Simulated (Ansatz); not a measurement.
A plane-wave DFT run in Ansatz 0.2.0 (scalar-relativistic PAW potentials unless the input names others): input and command.

```yaml
crystal:
  lattice:
    - [2.774709169, 1.6019790856, 2.2758245485]
    - [-2.774709169, 1.6019790856, 2.2758245485]
    - [0.0, -3.2039581713, 2.2758245484]
  atoms:
    - { symbol: Ba, position: [-0.0056757983, -0.0056757983, -0.0056757983] }
    - { symbol: Ti, position: [0.4943990438, 0.4943990438, 0.4943990438] }
    - { symbol: O, position: [0.4941225835, 0.9941325876, 0.4941225835] }
    - { symbol: O, position: [0.4941225835, 0.4941225835, 0.9941325876] }
    - { symbol: O, position: [0.9941325876, 0.4941225835, 0.4941225835] }
basis:
  ecutwfc: 420
kpoints:
  mp_grid: { grid: [6, 6, 6] }
hamiltonian:
  xc: pbe
  hubbard: { sites: [{ species: Ti, l: d, u_eff: 4.0 }] }
scf:
  occupations: { method: tetrahedron }
output:
  forces: true
  eigenvalues: true
  stress: true
```

```bash
ansatz run input.yaml --threads 1 --pin off --max-ram 2560MiB --backend cpu --events-out ev --progress --plain --runs-dir out
```

Abridged log:
```
Warning: output.forces, output.stress, relax.cell or npt_langevin: where a Kohn–Sham band that disperses or a degenerate level is filled in part under the method tetrahedron, the forces or the stress that this run publishes need not agree with its energy (scf.occupations.method in the input reference, under Limitations); prefer a smearing scheme for the forces or the stress
Ba: projections on atomic orbitals take those of the free atom [Kr 4d10] 5s2 5p6 6s2, of charge +0.00 (hamiltonian.pseudopotentials.projection_atoms); the dataset's partial waves leave at most 9.7e-6 of an orbital's norm unspanned inside its sphere
Ti: projections on atomic orbitals take those of the free atom [Ne] 3s2 3p6 3d2 4s2, of charge +0.00 (hamiltonian.pseudopotentials.projection_atoms); the dataset's partial waves leave at most 4.1e-7 of an orbital's norm unspanned inside its sphere
O: projections on atomic orbitals take those of the free atom [He] 2s2 2p4, of charge +0.00 (hamiltonian.pseudopotentials.projection_atoms); the dataset's partial waves leave at most 1.9e-8 of an orbital's norm unspanned inside its sphere
Pseudopotentials: kind: paw
Pseudopotential: Ba, paw, valence charge 10, recommended cutoff 420 eV (normal)
Pseudopotential: Ti, paw, valence charge 12, recommended cutoff 420 eV (normal)
Pseudopotential: O, paw, valence charge 6, recommended cutoff 420 eV (normal)
Functional definition: PBE
Crystal: 5 atoms, lattice volume = 60.697 Å³
Basis set: ecut = 420 eV, 1207 PW (Γ), exchange–correlation on 54×54×54 points (8 copies of the dense FFT grid, shifted against one another)
Bands: 25, of which v1, the nominal top of the filled ones, is band 20 counted from 1 (19 counted from 0)
Symmetry: 6 space group operations
Space group: R3m (ITA 160), of the structure as read, at distance tolerance 3.9e-5 Å
k-points: 32 of 216 (time reversal used)
Initial density: superposition of atomic densities (chi_scale 0.1, normalization cell, long waves kept (reshape's long-wave potential 0.00 eV rms))
Initial wavefunctions: pseudopotential atomic-orbital guess
Functional: x = pbe(κ = 0.804, μ = 0.21951497), c = pbe(β = 0.06672455)
SCF iter   1: F=—  HF=-10156.625276 eV  |F-HF|=—  |Δ(HF+E_count)|=         —  Δρ=6.29e-2  dr2=3.46e0  ethr=3.10e-3  ⟨swp⟩=7.8  Hψ=4410  notcnv=0
SCF iter   2: F=—  HF=-10155.974548 eV  |F-HF|=—  |Δ(HF+E_count)|=   6.51e-1  Δρ=3.34e-2  dr2=5.75e-1  ethr=3.10e-3  ⟨swp⟩=3.0  Hψ=2199  notcnv=0  defer=32
SCF iter   3: F=—  HF=-10155.916831 eV  |F-HF|=—  |Δ(HF+E_count)|=   5.77e-2  Δρ=1.43e-2  dr2=1.51e-1  ethr=1.44e-3  ⟨swp⟩=2.5  Hψ=1333  notcnv=0  defer=32
SCF iter   4: F=—  HF=-10155.915750 eV  |F-HF|=—  |Δ(HF+E_count)|=   1.08e-3  Δρ=6.17e-3  dr2=1.97e-2  ethr=3.77e-4  ⟨swp⟩=2.9  Hψ=1369  notcnv=0  defer=32
SCF iter   5: F=—  HF=-10155.917183 eV  |F-HF|=—  |Δ(HF+E_count)|=   1.43e-3  Δρ=1.54e-3  dr2=1.27e-3  ethr=4.93e-5  ⟨swp⟩=3.6  Hψ=1759  notcnv=0  defer=32
SCF iter   6: F=—  HF=-10155.917581 eV  |F-HF|=—  |Δ(HF+E_count)|=   3.98e-4  Δρ=3.08e-4  dr2=5.64e-5  ethr=3.17e-6  ⟨swp⟩=3.3  Hψ=1540  notcnv=0  defer=32
SCF iter   7: F=—  HF=-10155.917609 eV  |F-HF|=—  |Δ(HF+E_count)|=   2.78e-5  Δρ=6.43e-5  dr2=1.90e-6  ethr=1.41e-7  ⟨swp⟩=2.9  Hψ=1603  notcnv=0  defer=32
SCF iter   8: F=—  HF=-10155.917611 eV  |F-HF|=—  |Δ(HF+E_count)|=   2.14e-6  Δρ=1.31e-5  dr2=1.51e-7  ethr=4.76e-9  ⟨swp⟩=2.9  Hψ=1587  notcnv=0  defer=32
SCF iter   9: F=-10155.917611 eV  HF=-10155.917611 eV  |F-HF|=9.33e-10  |Δ(HF+E_count)|=   8.40e-8  Δρ=2.54e-6  dr2=3.87e-9  ethr=2.50e-10  ⟨swp⟩=8.9  Hψ=3804  notcnv=0
SCF 1 converged in 9 iterations: F = -10155.917611 eV  dr2 = 3.87e-9
SCF converged after 9 iterations
Stability not checked: this state was not tested for a lower state beside it, because cold or Methfessel-Paxton smearing, or corrected tetrahedra, fill the levels in a way that the test cannot read (fill_not_monotonic; see scf.lower_state_search)
Free energy (F): -10155.917611 eV
Harris-Foulkes:  -10155.917611 eV  (|F-HF|=9.33e-10)
Internal energy: -10155.917611 eV  (E = F + TS)
E sigma→0 (E₀):  -10155.917611 eV
Fermi energy:    11.276174 eV
--- Forces (eV/Å), atoms counted from 1 ---
  atom   1  Ba     0.00000000     0.00000000    -0.00273725
  atom   2  Ti     0.00000000     0.00000000    -0.00290540
  atom   3  O      0.00081789    -0.00047221     0.00188371
  atom   4  O      0.00000000     0.00094442     0.00188371
  atom   5  O     -0.00081789    -0.00047221     0.00188371
--- Stress (GPa, compression-positive) ---
       14.645863       0.000000       0.000000
        0.000000      14.645863       0.000000
        0.000000       0.000000      13.406604
  P = ⅓ Tr σ = 14.2328 GPa (142.328 kbar)
Occupation matrices written to <dir>
```

Apart from outputs, empty bands and the relaxation, which only the reference makes, the input differs from a reference run on usual settings in scf.occupations.width: 0.02 → not typed; scf.occupations.method: "gaussian" → "tetrahedron". The reference, at the same geometry, ended its own course with pressure 14.23 GPa, largest force 0.003 eV/Å, gap on the mesh 2.40 eV. This run converged in 9 SCF iterations with an energy at zero smearing within 0.01 meV/atom of the reference's, pressure 14.23 GPa, largest force 0.003 eV/Å, gap on the mesh 2.40 eV.

It took 10 s on 1 thread of Arm Neoverse V1 (shared host), peak memory 0.42 GiB.